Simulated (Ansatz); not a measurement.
The parent structure is InN in the wurtzite structure (space group P6_3mc, No. 186; a = 3.5809 Å, c = 5.7882 Å).

Structures relaxed with PBE (Ansatz, an electronic-structure program), no spin-orbit coupling, earlier PAW set.

Base:

Simulated powder pattern, Co Kα, λ = 1.79026 Å (kinematic, ideal powder, no thermal factors, no anomalous dispersion; the 14 strongest lines at most, above 2 %, up to 2θ = 90°):

```
2θ (°)  I/Imax (%)    hkl
------  ----------  -----
33.55           35  (100)
36.03           32  (002)
38.23          100  (101)
50.06           19  (102)
59.99           26  (110)
66.24           27  (103)
70.52          3.9  (200)
72.02           25  (112)
73.40           16  (201)
76.43          2.9  (004)
81.83          4.5  (202)
86.10          3.4  (104)
```

After one change:

Simulated powder pattern, Co Kα, λ = 1.79026 Å (kinematic, ideal powder, no thermal factors, no anomalous dispersion; the 14 strongest lines at most, above 2 %, up to 2θ = 90°):

```tsv
2θ (°)	I/Imax (%)
34.27	35
36.88	32
39.07	100
51.23	19
61.38	26
67.91	27
72.22	3.9
73.80	25
75.20	16
78.49	2.9
83.96	4.6
88.52	3.4
```

Which change produced these results?
A. pressure 9 GPa
B. pressure 22.5 GPa
C. pressure −2 GPa
D. pressure 0.9 GPa

A, pressure 9 GPa. Its volume per atom is 15.08 Å³ against 16.07 Å³, and its space group is P6_3mc (No. 186).

A case with no gap was solved on a k-mesh chosen for an insulator, which is coarse for it. Load acts through the strain it causes; cell and atoms are relaxed under it. Stability against distortions was not tested. Tetrahedral semiconductors of this kind turn to denser phases somewhere between about 1 and 50 GPa; those were not computed, so compressed cells here can lie past the real transition. All final runs are without spin polarisation.
